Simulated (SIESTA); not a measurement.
Al:

```
CELL_PARAMETERS angstrom
0.00000 2.02481 2.02481
2.02481 0.00000 2.02481
2.02481 2.02481 0.00000
ATOMIC_POSITIONS crystal
Al 0.00000 0.00000 0.00000
```

Base run:

* Program: SIESTA 5.4.2
* Functional: PBEsol
* Potentials or basis: PseudoDojo 0.4 standard (PBEsol files)
* Basis: DZP (energy shift 0.003 Ry)
* Grid cutoff: 500 Ry
* Energy shift: 0.003 Ry
* k mesh: 11 × 11 × 11
* Occupations: fermi-dirac, width 0.05 eV
* Spin: no spin polarisation

Its results: band gap on the k mesh none (metal or under the smearing width); pressure -1.9 GPa.

The run is repeated on the same cell with these changes: functional from PBEsol to PBE; potentials or basis from PseudoDojo 0.4 standard (PBEsol files) to PseudoDojo 0.4 standard (PBE files). What comes out?

Band gap on the k mesh none (metal or under the smearing width); pressure -0.4 GPa.

Caveats: the basis of atomic orbitals isn't converged, which shifts pressures, moduli and gaps.
